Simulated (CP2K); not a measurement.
# HfC under changes of volume

One of the cells (12.568 Å³/atom); the others are scaled copies at fixed shape and fractional positions:

```xyz
2
Lattice="3.2880 0.0000 0.0000 1.6440 2.8475 0.0000 1.6440 0.9492 2.6847" Properties=species:S:1:pos:R:3 pbc="T T T"
Hf    3.2880    1.8984    1.3423
C     0.0000    0.0000    0.0000
```

| Item | Value |
| --- | --- |
| Program | CP2K 2026.2 |
| Functional | PBEsol |
| Potentials or basis | POTENTIAL_UZH Hf GTH-PBE-q12, C GTH-PBE-q4; TZVP-MOLOPT-PBE-GTH basis |
| Density cutoff | 6123 eV |
| k mesh | 10 × 10 × 10 |
| Occupations | fermi-dirac, width 0.05 eV |
| Spin | no spin polarisation |

| volume (Å³/atom) | energy over the lowest point (meV/atom) | pressure (GPa) |
| --- | --- | --- |
| 11.814 | 10.87 | 9.1 |
| 12.065 | 1.15 | 3.4 |
| 12.317 | 0.00 | -1.8 |
| 12.568 | 6.60 | -6.5 |
| 12.819 | 20.17 | -10.7 |
| 13.071 | ? | ? |
| 13.322 | 65.55 | -17.9 |

What does the run at 13.071 Å³/atom give?

Energy over the lowest point 40.02 meV/atom; pressure -14.5 GPa.

Worked out: A Birch-Murnaghan fit of order 3 (a polynomial in V^(-2/3)) to the other rows has its minimum at 12.23 Å³/atom with B0 = V·E''(V) = 249 GPa and B' = 4.1. It gives 40.07 meV/atom at 13.071 Å³/atom, against the run's 40.02, and -dE/dV = -14.5 GPa, against -14.5.

Energies are extrapolated to zero smearing.

Caveats: the potentials were made for another functional, which shifts forces and pressure; the basis of atomic orbitals isn't converged, which shifts pressures, moduli and gaps.
